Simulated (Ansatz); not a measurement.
Crystal: KCl.

```
K Cl
1.0
     3.83920    0.00000    0.00000
     0.00000    3.83920    0.00000
     0.00000    0.00000    3.83920
K Cl
1 1
Direct
  0.00000 0.00000 0.00000
  0.50000 0.50000 0.50000
```

Measurements of this composition are mostly on another form, of space group No. 225.

Base run:

* Program: Ansatz 0.2.0
* Functional: HSE06 form with a typed share of exact exchange
* Potentials or basis: Ansatz PAW
* Cutoff: 420 eV (not typed: the program's choice for these potentials)
* k mesh: 4 × 4 × 4
* Occupations: fermi-dirac, width 0.05 eV
* Spin: no spin polarisation

Its results: band gap on the k mesh 5.87 eV, indirect (least direct gap 6.08 eV); pressure -0.4 GPa.

Task: The run is repeated on the same cell with these changes: share of exact exchange from 0.2 to 0.25. What comes out?

Result: Band gap on the k mesh 6.14 eV, indirect (least direct gap 6.36 eV); pressure -0.4 GPa.

Caveats: the PAW data sets come from PBE, with cores solved anew for the run's functional, which leaves a small shift of forces and pressure; the thresholds are loose for stress.

A k mesh can miss the band edges.
